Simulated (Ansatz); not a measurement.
# InP: the cost of one run

Method: DFT PBEsol, scalar-relativistic, plane waves, PAW, in Ansatz 0.2.0.

8 further runs of the same task are left out: 1 that didn't finish, 7 set aside as unsound or not needed.

## (1) Starting point

Symmetry: Fm-3m, No. 225, cubic system. Conventional cell: a = 5.459 Å, b = 5.459 Å, c = 5.459 Å, α = 90.00°, β = 90.00°, γ = 90.00°. In (site symmetry m-3m) has 6 P at 2.73 Å as nearest neighbours. Around P (site symmetry m-3m) lie 6 In at 2.73 Å.

As a file:

```
CELL_PARAMETERS angstrom
0.00000 2.72957 2.72957
2.72957 0.00000 2.72957
2.72957 2.72957 0.00000
ATOMIC_POSITIONS crystal
In 0.00000 0.00000 0.00000
P 0.50000 0.50000 0.50000
```

It is the result of an earlier relaxation at this level (volume 20.34 Å³/atom; gap on the mesh: none (metal)).

## (2) The film's bulk: NaCl

Relaxed beforehand at this level: -1270.1433 eV/atom, gap on the mesh 5.01 eV.

```xyz
2
Lattice="0.0000 -2.8003 -2.8003 2.8003 0.0000 -2.8003 2.8003 -2.8003 0.0000" Properties=species:S:1:pos:R:3 pbc="T T T"
Na    0.0000    0.0000    0.0000
Cl    2.8003   -2.8003   -2.8003
```

## (3) The bulk in the cell of the plane

Input file input.yaml:

```yaml
crystal:
  lattice:
    - [3.8601906191, 0.0, 0.0]
    - [0.0, 3.8601906191, 0.0]
    - [1.9300953096, 1.9300953096, 2.7295669635]
  atoms:
    - { symbol: In, position: [0.0, 0.0, 0.0] }
    - { symbol: P, position: [0.5, 0.5, 0.0] }
basis:
  ecutwfc: 420
kpoints:
  mp_grid: { grid: [9, 9, 13] }
hamiltonian:
  xc: pbesol
scf:
  occupations: { method: gaussian, width: 0.1 }
output:
  forces: true
  stress: true
  eigenvalues: true
```

Run with:

```
$ ansatz run input.yaml --threads 2 --pin off --max-ram 6144MiB --backend cpu --events-out ev --progress --plain --runs-dir out
```

What time and memory should one allow on 2 threads of Arm Neoverse N1, shared host?

About 8.1 s, with a peak of 0.44 GiB.
